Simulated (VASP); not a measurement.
## PbSe (rocksalt): a PBE with spin–orbit coupling single-point calculation in VASP

INCAR

```
LREAL = .FALSE.
LCHARG = .FALSE.
ISIF = 2
PREC = Accurate
NELM = 120
NBANDS = 31
NSW = 0
SIGMA = 0.02
IBRION = -1
GGA_COMPAT = .FALSE.
LASPH = .TRUE.
ENCUT = 520
ISMEAR = -1
GGA = PE
EDIFF = 1E-7
LWAVE = .FALSE.
MAGMOM = 0.0 0.0 0.0 0.0 0.0 0.0
LSORBIT = .TRUE.
```

KPOINTS

```
KPOINTS created by Atomic Simulation Environment
0
Gamma
8 8 8
0 0 0
```

KPOINTS_OPT

```
special points
6
Reciprocal
0.0000000000 0.0000000000 0.0000000000 1
0.5000000000 0.0000000000 0.5000000000 1
0.5000000000 0.2500000000 0.7500000000 1
0.3750000000 0.3750000000 0.7500000000 1
0.5000000000 0.5000000000 0.5000000000 1
0.6250000000 0.2500000000 0.6250000000 1
```

POSCAR

```
Pb Se
 1.0000000000000000
     0.0000000000000000    3.0887022138622031    3.0887022138622031
     3.0887022138622031   -0.0000000000000000    3.0887022138622031
     3.0887022138622031    3.0887022138622031   -0.0000000000000000
 Pb  Se
   1   1
Cartesian
 -0.0000000000000000 -0.0000000000000000 -0.0000000000000000
  3.0887022138622031  3.0887022138622031  3.0887022138622031
```

VASP ran with the recommended PBE PAW datasets (20 valence electrons in the cell).

From OUTCAR

```
k-points           NKPTS =     29   k-points in BZ     NKDIM =     29   number of bands    NBANDS=     31

   NELECT =      20.0000    total number of electrons

   dimension x,y,z NGX =    32 NGY =   32 NGZ =   32
   dimension x,y,z NGXF=    64 NGYF=   64 NGZF=   64

  energy-cutoff  :      520.00
  volume of cell :       58.93
      direct lattice vectors                 reciprocal lattice vectors
     0.000000000  3.088702214  3.088702214    -0.161880287  0.161880287  0.161880287
     3.088702214  0.000000000  3.088702214     0.161880287 -0.161880287  0.161880287
     3.088702214  3.088702214  0.000000000     0.161880287  0.161880287 -0.161880287

 k-points in reciprocal lattice and weights: KPOINTS created by Atomic Simulation Env
   0.00000000  0.00000000  0.00000000       0.002
   0.12500000  0.00000000  0.00000000       0.016
   0.25000000  0.00000000  0.00000000       0.016
   0.37500000  0.00000000  0.00000000       0.016
   0.50000000  0.00000000  0.00000000       0.008
   0.12500000  0.12500000  0.00000000       0.012
   0.25000000  0.12500000  0.00000000       0.047
   0.37500000  0.12500000  0.00000000       0.047
   ...

 E-fermi :   4.6986

 k-point     1 :       0.0000    0.0000    0.0000
  band No.  band energies     occupation
      1     -13.5149      1.00000
      2     -13.5149      1.00000
      3     -13.5149      1.00000
      4     -13.5149      1.00000
      5     -10.9608      1.00000
      6     -10.9608      1.00000
      7     -10.9588      1.00000
      8     -10.9588      1.00000
      9     -10.9588      1.00000
     10     -10.9588      1.00000
     11      -8.6739      1.00000
     12      -8.6739      1.00000
     13      -1.5914      1.00000
     14      -1.5914      1.00000
     15       2.4969      1.00000
     16       2.4969      1.00000
     17       3.1198      1.00000
     18       3.1198      1.00000
     19       3.1198      1.00000
     20       3.1198      1.00000
     21       7.9069      0.00000
     22       7.9069      0.00000
     23      10.0607      0.00000
     24      10.0607      0.00000
     25      10.0607      0.00000
     26      10.0607      0.00000
     27      11.2647      0.00000
     28      11.2647      0.00000
     29      11.2647      0.00000
     30      11.2650      0.00000
     31      11.3958      0.00000

 k-point     2 :       0.1250    0.0000    0.0000
  band No.  band energies     occupation
      1     -13.5152      1.00000
      2     -13.5152      1.00000
      3     -13.5134      1.00000
      4     -13.5134      1.00000
      5     -10.9621      1.00000
      6     -10.9621      1.00000
      7     -10.9578      1.00000
      8     -10.9578      1.00000
      9     -10.9568      1.00000
     10     -10.9568      1.00000
     11      -8.5634      1.00000
     12      -8.5634      1.00000
     13      -1.9503      1.00000
     14      -1.9503      1.00000
     15       2.6108      1.00000
     16       2.6108      1.00000
     17       3.1503      1.00000
     18       3.1503      1.00000
     19       3.3057      1.00000
     20       3.3057      1.00000
     21       7.3540      0.00000
     22       7.3540      0.00000
     23       8.9824      0.00000
     24       8.9824      0.00000
     25       9.3213      0.00000
     26       9.3213      0.00000
     27      11.1255      0.00000
     28      11.1255      0.00000
     29      11.6171      0.00000
     30      11.6174      0.00000
     31      11.6849      0.00000

 k-point     3 :       0.2500    0.0000    0.0000
  band No.  band energies     occupation
      1     -13.5159      1.00000
      2     -13.5159      1.00000
      3     -13.5101      1.00000
      4     -13.5101      1.00000
      5     -10.9697      1.00000
      6     -10.9697      1.00000
      7     -10.9520      1.00000
      8     -10.9520      1.00000
      9     -10.9510      1.00000
     10     -10.9510      1.00000
     11      -8.2620      1.00000
     12      -8.2620      1.00000
     13      -2.7505      1.00000
     14      -2.7505      1.00000
     15       2.8256      1.00000
     16       2.8256      1.00000
     17       3.2403      1.00000
     18       3.2403      1.00000
     19       3.7470      1.00000
     20       3.7470      1.00000
     21       6.2973      0.00000
     22       6.2973      0.00000
     23       7.5906      0.00000
     24       7.5906      0.00000
     25       8.1803      0.00000
     26       8.1803      0.00000
     27      11.3064      0.00000
     28      11.3064      0.00000
     29      12.4800      0.00000
     30      12.4845      0.00000
     31      12.5045      0.00000

 k-point     4 :       0.3750    0.0000    0.0000
  band No.  band energies     occupation
      1     -13.5167      1.00000
      2     -13.5167      1.00000
      3     -13.5068      1.00000
      4     -13.5068      1.00000
      5     -10.9773      1.00000
      6     -10.9773      1.00000
      7     -10.9472      1.00000
      8     -10.9472      1.00000
      9     -10.9444      1.00000
     10     -10.9444      1.00000
     11      -7.8876      1.00000
     12      -7.8876      1.00000
     13      -3.5371      1.00000
     14      -3.5371      1.00000
     15       3.0650      1.00000
     16       3.0650      1.00000
     17       3.3614      1.00000
     18       3.3614      1.00000
     19       4.2192      1.00000
     20       4.2192      1.00000
     21       5.3530      0.00000
     22       5.3530      0.00000
     23       6.5837      0.00000
     24       6.5837      0.00000
     25       7.3246      0.00000
     26       7.3246      0.00000
     27      12.2183      0.00000
     28      12.2183      0.00000
     29      13.7380      0.00000
     30      13.7411      0.00000
     31      13.7820      0.00000

 k-point     5 :       0.5000    0.0000    0.0000
  band No.  band energies     occupation
      1     -13.5171      1.00000
      2     -13.5171      1.00000
      3     -13.5054      1.00000
      4     -13.5054      1.00000
      5     -10.9805      1.00000
      6     -10.9805      1.00000
      7     -10.9451      1.00000
      8     -10.9451      1.00000
      9     -10.9416      1.00000
     10     -10.9416      1.00000
     11      -7.6976      1.00000
     12      -7.6976      1.00000
     13      -3.8809      1.00000
     14      -3.8809      1.00000
     15       3.1957      1.00000
     16       3.1957      1.00000
     17       3.4244      1.00000
     18       3.4244      1.00000
     19       4.6933      0.56623
     20       4.6933      0.56623
     21       4.7039      0.43377
     22       4.7039      0.43377
     23       6.1870      0.00000
     24       6.1870      0.00000
     25       7.0041      0.00000
     26       7.0041      0.00000
     27      13.2455      0.00000
     28      13.2455      0.00000
     29      14.5909      0.00000
     30      14.5910      0.00000
     31      14.9725      0.00000

 k-point     6 :       0.1250    0.1250    0.0000
  band No.  band energies     occupation
      1     -13.5146      1.00000
      2     -13.5146      1.00000
      3     -13.5139      1.00000
      4     -13.5139      1.00000
      5     -10.9636      1.00000
      6     -10.9636      1.00000
      7     -10.9600      1.00000
      8     -10.9600      1.00000
      9     -10.9542      1.00000
     10     -10.9542      1.00000
     11      -8.5245      1.00000
     12      -8.5245      1.00000
     13      -2.0008      1.00000
     14      -2.0008      1.00000
     15       2.4273      1.00000
     16       2.4273      1.00000
     17       2.9111      1.00000
     18       2.9111      1.00000
     19       3.7035      1.00000
     20       3.7035      1.00000
     21       6.9407      0.00000
     22       6.9407      0.00000
     23       8.9649      0.00000
     24       8.9649      0.00000
     25       9.8106      0.00000
     26       9.8106      0.00000
     27      10.4027      0.00000
     28      10.4027      0.00000
     29      12.1318      0.00000
     30      12.1318      0.00000
     31      12.4269      0.00000

 ...

  Total        0.2608924      0.2608924      0.2608924      0.0000000      0.0000000      0.0000000
  in kB        7.0927370      7.0927370      7.0927370      0.0000000      0.0000000      0.0000000
  external PRESSURE =       7.0927370 kB  Pullay stress =       0.0000000 kB

 POSITION                                       TOTAL-FORCE (eV/Angst)
 -----------------------------------------------------------------------------------
      0.00000      0.00000      0.00000        -0.000000     -0.000000      0.000000
      3.08870      3.08870      3.08870         0.000000      0.000000     -0.000000
 -----------------------------------------------------------------------------------
    total drift:                                0.000000     -0.000000     -0.000000

  FREE ENERGIE OF THE ION-ELECTRON SYSTEM (eV)
  ---------------------------------------------------
  free  energy   TOTEN  =        -8.6166106502 eV

  energy  without entropy=       -8.6161829326  energy(sigma->0) =       -8.61639679
```

The gap between bands v and c is 0.01 eV. The least direct gap is 0.01 eV.

Band v is the last that the valence electrons fill when counted band by band, and c is the next.
